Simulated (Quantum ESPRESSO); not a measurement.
The system is BP.

```
P B
1.0
     0.00000    2.26900    2.26900
     2.26900    0.00000    2.26900
     2.26900    2.26900    0.00000
P B
1 1
Direct
  0.75000 0.75000 0.75000
  0.00000 0.00000 0.00000
```

```yaml
Program: Quantum ESPRESSO 7.5
Task: phonons
Functional: RPBE
Potentials_or_basis: PseudoDojo 0.4.1 SR PBE standard
Cutoff: 1034 eV
Density_cutoff: 4136 eV
k_mesh: 6 × 6 × 6, shifted
Occupations: fermi-dirac, width 0.05 eV
Spin: no spin polarisation
Mixing_beta: 0.5
Most_SCF_iterations: 120
SCF_threshold: 4e-10 Ry
```

The cell and the atoms were relaxed first, to 11.82 Å³/atom (a = 3.222 Å, b = 3.222 Å, c = 3.222 Å, α = 60.00°, β = 60.00°, γ = 60.00°), and the response was taken there.

The first run showed a gap, so the response started from a second, tighter run with fixed occupations.

Question: What is the highest optical frequency at the zone centre, leaving out the macroscopic field of polar modes?

Answer: 796 cm⁻¹, a mode of symmetry T2 (IR and Raman). With the field the highest mode lies at 800 cm⁻¹.

Optical modes at Γ, degenerate ones joined, polar ones without the macroscopic field:
```csv
cm⁻¹,components,symmetry,active in,"IR intensity, summed ((D/Å)²/amu)"
796,3,T2,IR and Raman,1.96
```

Zone-centre frequencies without and with the macroscopic field along z (cm⁻¹):
|  | optical modes in rising order |
| --- | --- |
| without | 796 796 796 |
| with the field | 796 796 800 |

Born effective charge tensors (e):
atom 1, P
```
0.48 0.00 0.00
0.00 0.48 0.00
0.00 0.00 0.48
```
atom 2, B
```
-0.48  0.00  0.00
 0.00 -0.48  0.00
 0.00  0.00 -0.48
```

Electronic dielectric tensor:
```
9.04 0.00 0.00
0.00 9.04 0.00
0.00 0.00 9.04
```

Static dielectric tensor, electrons and zone-centre modes:
```
9.13 0.00 0.00
0.00 9.13 0.00
0.00 0.00 9.13
```

Caveat: the potentials were made for another functional, which shifts forces and pressure.
